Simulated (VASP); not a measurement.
# Ag in VASP: relaxation of the atoms with PBE

Aim: the relaxation of the atoms of Ag with PBE.

Program: VASP 6.6.1. These are calculated values, not measurements. Logs are shortened: lines on timing, memory, paths and dates and some standing lists are left out, and cuts for length are marked.

## (1) Starting point

The cell holds a slab with vacuum, 4 atoms: a = 2.923 Å, b = 2.923 Å, c = 36.354 Å, α = 90.00°, β = 90.00°, γ = 120.00°.

The cell was built by a generator and needn't be a form met in nature.

## (2) Relaxation of the atoms, PBE

Input file INCAR:

```
SYSTEM = Ag
  PREC = Accurate
  ENCUT = 520
  EDIFF = 1E-7
  ISMEAR = 1
  SIGMA = 0.1
  LREAL = .False.
  LASPH = .True.
  NELM = 120
  ALGO = Fast
  ISIF = 2
  LWAVE = .False.
  LCHARG = .False.
  LDIPOL = .True.
  IDIPOL = 3
  DIPOL = 0.5 0.5 0.500
  GGA = PE
  IBRION = 2
  NSW = 90
  EDIFFG = -0.02
  KPAR = 2
```

Input file KPOINTS:

```
regular mesh
0
Gamma
  13 13 1
  0 0 0
```

Input file POSCAR:

```
Ag
1.0
    1.4613884900      2.5311991400      0.0000000000
   -2.9227769700      0.0000000000      0.0000000000
    0.0000000000      0.0000000000     36.3535415100
Ag
4
Direct
    0.0000000000      0.0000000000      0.4024523400
    0.6666670000      0.3333330000      0.4674841100
    0.3333330000      0.6666670000      0.5325158900
    1.0000000000      0.0000000000      0.5975476600
```

Potentials or basis: VASP PAW PBE potentials, release 64 (Ag).

Started as:

```bash
> cat potpaw_PBE.64/Ag/POTCAR > POTCAR
> mpirun -np 2 vasp_std > vasp.out
```

OUTCAR:

```text
SYSTEM = Ag
   PREC = Accurate
   ENCUT = 520
   EDIFF = 1E-7
   ISMEAR = 1
   LREAL = .False.
   LASPH = .True.
   NELM = 120
   ISIF = 2
   GGA = PE
   IBRION = 2
   NSW = 90
   EDIFFG = -0.02

 ion  position               nearest neighbor table
   1  0.000  0.000  0.402-   2 2.90   2 2.90   2 2.90
   2  0.667  0.333  0.467-   1 2.90   3 2.90   3 2.90   1 2.90   1 2.90   3 2.90
   3  0.333  0.667  0.533-   4 2.90   2 2.90   2 2.90   4 2.90   4 2.90   2 2.90
   4  0.000  0.000  0.598-   3 2.90   3 2.90   3 2.90

  LATTYP: Found a hexagonal cell.
 ALAT       =     2.9227770023
 C/A-ratio  =    12.4380140810

  Lattice vectors:

 A1 = (   1.4613884900,   2.5311991400,   0.0000000000)
 A2 = (  -2.9227769700,   0.0000000000,   0.0000000000)
 A3 = (   0.0000000000,   0.0000000000,  36.3535415100)

Analysis of symmetry for initial positions (statically):
=====================================================================
 Subroutine PRICEL returns:
 Original cell was already a primitive cell.

 Routine SETGRP: Setting up the symmetry group for a
 hexagonal supercell.

 Subroutine GETGRP returns: Found 12 space group operations
 (whereof 12 operations were pure point group operations)
 out of a pool of 24 trial point group operations.

The static configuration has the point symmetry D_3d.

Analysis of symmetry for dynamics (positions and initial velocities):
=====================================================================
 Subroutine PRICEL returns:
 Original cell was already a primitive cell.

 Routine SETGRP: Setting up the symmetry group for a
 hexagonal supercell.

 Subroutine GETGRP returns: Found 12 space group operations
 (whereof 12 operations were pure point group operations)
 out of a pool of 24 trial point group operations.

The dynamic configuration has the point symmetry D_3d.

 Subroutine INISYM returns: Found 12 space group operations
 (whereof 12 operations are pure point group operations),
 and found     1 'primitive' translations

----------------------------------------------------------------------------------------

                                     Primitive cell

  volume of cell :     268.9482

  direct lattice vectors                    reciprocal lattice vectors
     1.461388490  2.531199140  0.000000000     0.000000000  0.395069666  0.000000000
    -2.922776970  0.000000000  0.000000000    -0.342140372  0.197534834  0.000000000
     0.000000000  0.000000000 36.353541510     0.000000000  0.000000000  0.027507636

  length of vectors
     2.922777002  2.922776970 36.353541510     0.395069666  0.395069671  0.027507636

  position of ions in fractional coordinates (direct lattice)
     0.000000000  0.000000000  0.402452340
     0.666667000  0.333333000  0.467484110
     0.333333000  0.666667000  0.532515890
     0.000000000  0.000000000  0.597547660

  ion indices of the primitive-cell ions
   primitive index   ion index
                 1           1
                 2           2
                 3           3
                 4           4

----------------------------------------------------------------------------------------

 KPOINTS: regular mesh

Automatic generation of k-mesh.
 Grid dimensions read from file:
 generate k-points for:   13   13    1

 Generating k-lattice:

  Cartesian coordinates                     Fractional coordinates (reciprocal lattice)
     0.000000000  0.030389974  0.000000000     0.076923077  0.000000000  0.000000000
    -0.026318490  0.015194987  0.000000000     0.000000000  0.076923077  0.000000000
     0.000000000  0.000000000  0.027507636     0.000000000  0.000000000  1.000000000

  Length of vectors
     0.030389974  0.030389975  0.027507636

  Shift w.r.t. Gamma in fractional coordinates (k-lattice)
     0.000000000  0.000000000  0.000000000

 Subroutine IBZKPT returns following result:
 ===========================================

 Found     21 irreducible k-points:

 Following reciprocal coordinates:
            Coordinates               Weight
  0.000000  0.000000  0.000000      1.000000
  0.076923  0.000000  0.000000      6.000000
  0.153846  0.000000  0.000000      6.000000
  0.230769  0.000000  0.000000      6.000000
  0.307692  0.000000  0.000000      6.000000
  0.384615  0.000000  0.000000      6.000000
[... 13 lines left out ...]
  0.384615  0.230769  0.000000      6.000000
  0.307692  0.307692  0.000000      6.000000
   k-points           NKPTS =     21   k-points in BZ     NKDIM =     21   number of bands    NBANDS=     26
   number of dos      NEDOS =    301   number of ions     NIONS =      4
   total plane-waves  NPLWV = 155520
   dimension x,y,z NGX =    24 NGY =   24 NGZ =  270
   dimension x,y,z NGXF=    48 NGYF=   48 NGZF=  540
   ions per type =               4
   NGX,Y,Z   is equivalent  to a cutoff of  13.65, 13.65, 12.35 a.u.
   NGXF,Y,Z  is equivalent  to a cutoff of  27.30, 27.30, 24.69 a.u.
 SYSTEM =  Ag
   PREC   = accura    normal or accurate (medium, high low for compatibility)
   ISTART =      0    job   : 0-new  1-cont  2-samecut
   ICHARG =      2    charge: 1-file 2-atom 10-const
   ISPIN  =      1    spin polarized calculation?
   LNONCOLLINEAR =      F non collinear calculations
   LSORBIT =      F    spin-orbit coupling
   LASPH  =      T    aspherical Exc in radial PAW
   ENCUT  =  520.0 eV  38.22 Ry    6.18 a.u.   5.43  5.43 67.59*2*pi/ulx,y,z
   NELM   =    120;   NELMIN=  2; NELMDL= -5     # of ELM steps
   EDIFF  = 0.1E-06   stopping-criterion for ELM
   LREAL  =      F    real-space projection
   EDIFFG = -.2E-01   stopping-criterion for IOM
   NSW    =     90    number of steps for IOM
   IBRION =      2    ionic relax: 0-MD 1-quasi-New 2-CG
   NFREE  =      1    steps in history (QN), initial steepest desc. (CG)
   ISIF   =      2    stress and relaxation
   ISYM   =      2    0-nonsym 1-usesym 2-fastsym
   POTIM  = 0.5000    time-step for ionic-motion
   TEBEG  =    0.0;   TEEND  =   0.0 temperature during run
   PSTRESS=    0.0 pullay stress
   NELECT =      44.0000    total number of electrons
   NUPDOWN=      -1.0000    fix difference up-down
   EMIN   =  10.00;   EMAX   =-10.00  energy-range for DOS
   EFERMI =   0.00;   METHOD = LEGACY
   ISMEAR =     1;   SIGMA  =   0.10  broadening in eV -4-tet -1-fermi 0-gaus
   EFERMI_NEDOS =   21; number of points for ismear=-14 and -15
   IALGO  =     68    algorithm
   IMIX   =      4    mixing-type and parameters
     AMIX     =   0.40;   BMIX     =  1.00
     AMIX_MAG =   1.60;   BMIX_MAG =  1.00
  volume/ion in A,a.u.               =      67.24       453.74
  Fermi-wavevector in a.u.,A,eV,Ry     =   0.895371  1.692005 10.907634  0.801688
  Thomas-Fermi vector in A             =   2.017694
   LORBIT       =      0    0 simple, 1 ext, 2 COOP (PROOUT), +10 PAW based schemes
   GGA     = PE    functional components
   LHFCALC =     F    Hartree Fock is set to
   AEXX    =    0.0000 exact exchange contribution
   IVDW    =     0    specifies the selected vdW correction
   LEPSILON=     F    determine dielectric tensor
   LRPA    =     F    only Hartree local field effects (RPA)
 conjugate gradient relaxation of ions
 non-spin polarized calculation
 RMM-DIIS sequential band-by-band and
 Methfessel and Paxton  Order N= 1 SIGMA  =   0.10
  energy-cutoff  :      520.00
  volume of cell :      268.95
 maximum number of plane-waves:      7383
 NGX is ok and might be reduce to    24
   NGX = 11   NGY = 11   NGZ =135

--------------------------------------- Ionic step        1  -------------------------------------------

 number of electron      44.0000017 magnetization

 Free energy of the ion-electron system (eV)
  ---------------------------------------------------
  ext. energy  EPLUGINS =         0.00000000
  ---------------------------------------------------
  free energy    TOTEN  =       -10.18229908 eV

  energy without entropy =      -10.18202834  energy(sigma->0) =      -10.18220883

------------------------ aborting loop because EDIFF is reached ----------------------------------------

  FORCE on cell =-STRESS in cart. coord.  units (eV):
  Direction    XX          YY          ZZ          XY          YZ          ZX
  --------------------------------------------------------------------------------------
  -------------------------------------------------------------------------------------
  Total       -0.4537216     -0.4537216      0.4482552     -0.0000000     -0.0000000      0.0000000
  in kB       -2.7029083     -2.7029083      2.6703439     -0.0000000     -0.0000000      0.0000000
  external PRESSURE =      -0.9118242 kB  Pullay stress =       0.0000000 kB
[... 209 lines left out ...]
  FREE ENERGIE OF THE ION-ELECTRON SYSTEM (eV)
  ---------------------------------------------------
  free  energy   TOTEN  =       -10.1844710502 eV

  energy  without entropy=      -10.1842036188  energy(sigma->0) =      -10.18438191

 dipolmoment           0.000000      0.000000      0.000000 electrons x Angstroem

--------------------------------------- Ionic step        7  -------------------------------------------

 number of electron      44.0000008 magnetization

 dipolmoment           0.000000      0.000000     -0.000000 electrons x Angstroem

 Free energy of the ion-electron system (eV)
  ---------------------------------------------------
  ext. energy  EPLUGINS =         0.00000000
  ---------------------------------------------------
  free energy    TOTEN  =       -10.18472267 eV

  energy without entropy =      -10.18425475  energy(sigma->0) =      -10.18456670

 E-fermi :  -1.2850     XC(G=0):  -3.6286

 val. band max:       -1.3349146310   @ k =   0.3846   0.0769   0.0000
 cond. band min:      -1.2093669573   @ k =   0.3077   0.0769   0.0000
 fundamental gap:      0.1255476736
 Fermi energy:        -1.2850459654

 k-point     1 :       0.0000    0.0000    0.0000
  band No.  band energies     occupation
      1      -8.3960      2.00000
      2      -7.5347      2.00000
      3      -7.2318      2.00000
      4      -7.0763      2.00000
      5      -5.9304      2.00000
      6      -5.9023      2.00000
[... 598 lines left out ...]
     25       3.1729      0.00000
     26       3.8673      0.00000

------------------------ aborting loop because EDIFF is reached ----------------------------------------

 vacuum level on the upper side and lower side of the slab       (xc-potential included)        -0.016        -0.016

  FORCE on cell =-STRESS in cart. coord.  units (eV):
  Direction    XX          YY          ZZ          XY          YZ          ZX
  --------------------------------------------------------------------------------------
  -------------------------------------------------------------------------------------
  Total       -0.6516230     -0.6516230     -0.0431889     -0.0000000     -0.0000000     -0.0000000
  in kB       -3.8818455     -3.8818456     -0.2572848     -0.0000000     -0.0000000     -0.0000000
  external PRESSURE =      -2.6736586 kB  Pullay stress =       0.0000000 kB

 VOLUME and BASIS-vectors are now :
 -----------------------------------------------------------------------------
  energy-cutoff  :      520.00
  volume of cell :      268.95
      direct lattice vectors                 reciprocal lattice vectors
     1.461388490  2.531199140  0.000000000     0.000000000  0.395069666  0.000000000
    -2.922776970  0.000000000  0.000000000    -0.342140372  0.197534834  0.000000000
     0.000000000  0.000000000 36.353541510     0.000000000  0.000000000  0.027507636
[... 10 lines left out ...]
  FREE ENERGIE OF THE ION-ELECTRON SYSTEM (eV)
  ---------------------------------------------------
  free  energy   TOTEN  =       -10.1847226694 eV

  energy  without entropy=      -10.1842547497  energy(sigma->0) =      -10.18456670

 reached required accuracy - stopping structural energy minimisation

 vacuum level on the upper side and lower side of the slab         3.279         3.279
```

Run time: 3.3 min. Hardware: 2 MPI ranks of Intel Xeon 6975P-C (Granite Rapids), shared host; peak memory 0.46 GiB.

Results:

```
Free energy                  : -10.1847 eV
Energy gained by relaxing    : 0.6 meV/atom
Ionic steps                  : 7
Largest force after relaxing : 0.006 eV/Å
Band gap on the k mesh       : none (metal or under the smearing width)
```

Forces on the atoms (eV/Å):
```
Ag   0.000  0.000  0.004
Ag   0.000  0.000 -0.006
Ag   0.000  0.000  0.006
Ag   0.000  0.000 -0.004
```

The path:
```tsv
step	energy change (eV)	largest force (eV/Å)	pressure (GPa)
1	0.0000	0.0509	-0.09
2	-0.0005	0.0489	-0.10
3	-0.0013	0.0460	-0.14
4	-0.0016	0.0646	-0.20
5	-0.0017	0.0462	-0.18
6	-0.0022	0.0243	-0.21
7	-0.0024	0.0059	-0.27
```

Final structure:
```yaml
crystal:
  lattice:
    - [1.46139, 2.53120, 0.00000]
    - [-2.92278, 0.00000, 0.00000]
    - [0.00000, 0.00000, 36.35354]
  atoms:
    - { symbol: Ag, position: [0.00000, 0.00000, 0.40151] }
    - { symbol: Ag, position: [0.66667, 0.33333, 0.46706] }
    - { symbol: Ag, position: [0.33333, 0.66667, 0.53294] }
    - { symbol: Ag, position: [0.00000, 0.00000, 0.59849] }
```
